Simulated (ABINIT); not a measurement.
Write the native input for ABINIT 10.8.3 (patched build) that does the following.

```
Task                : band structure
Functional          : PBEsol
Potentials or basis : JTH PAW PBE v2.0
Cutoff              : 844 eV
k mesh              : 13 × 13 × 13
Occupations         : fermi-dirac, width 0.05 eV
Spin                : no spin polarisation
Fine-grid cutoff    : 1442.2 eV
```

Crystal: BN.

```
N B
1.0
     0.00000    1.81300    1.81300
     1.81300    0.00000    1.81300
     1.81300    1.81300    0.00000
N B
1 1
Direct
  0.25000 0.25000 0.25000
  0.00000 0.00000 0.00000
```

The cell is a database's computed one.

These files were run (other wordings do the same):

run.abi

```
ndtset 2

pp_dirpath "./"
pseudos "N.GGA_PBE-JTH.xml, B.GGA_PBE-JTH.xml"

acell 3*1.0
rprim
     0.0000000000     3.4260753537     3.4260753537
     3.4260753537     0.0000000000     3.4260753537
     3.4260753537     3.4260753537     0.0000000000
ntypat 2
znucl 7 5
natom 2
typat 1 2
xcart
     0.9065005000     0.9065005000     0.9065005000
     0.0000000000     0.0000000000     0.0000000000 Angstrom

ecut 843.552974 eV
pawecutdg 53.0
pawxcdev 0

ixc -116133

occopt 3
tsmear 0.05 eV

nstep 100

iomode 3
prtwf 0
prteig 0
prtebands 0
enunit 1
prtden1 1

kptopt1 1
ngkpt1 13 13 13
nshiftk1 1
shiftk1 0.0 0.0 0.0
nband1 8
tolvrs1 1.0e-9

iscf2 -2
getden2 1
nband2 14
nbdbuf2 4
tolwfr2 1.0e-11
kptopt2 -9
ndivsm2 8
prteig2 1
kptbounds2
     0.0000000000     0.0000000000     0.0000000000
     0.5000000000     0.0000000000     0.5000000000
     0.5000000000     0.2500000000     0.7500000000
     0.3750000000     0.3750000000     0.7500000000
     0.0000000000     0.0000000000     0.0000000000
     0.5000000000     0.5000000000     0.5000000000
     0.6250000000     0.2500000000     0.6250000000
     0.5000000000     0.2500000000     0.7500000000
     0.5000000000     0.5000000000     0.5000000000
     0.3750000000     0.3750000000     0.7500000000
```

Potentials or basis: JTH PAW PBE v2.0.

Command:

```bash
$ abinit run.abi > log 2>&1
```

It gave:

| Quantity | Value |
| --- | --- |
| Pressure | -6.2 GPa |
| Band gap on the k mesh | 4.34 eV, indirect (least direct gap 8.70 eV) |
| Band gap along the path | 4.26 eV, indirect (least direct gap 8.70 eV) |
| Valence electrons inside the program's atomic spheres | N 2.70; B 2.04 |

Caveat: the PAW data sets were made with another functional, which shifts forces and pressure a little.

Run time: 33 s on 1 thread of Arm Neoverse V1 (shared host), peak memory 0.1 GiB.
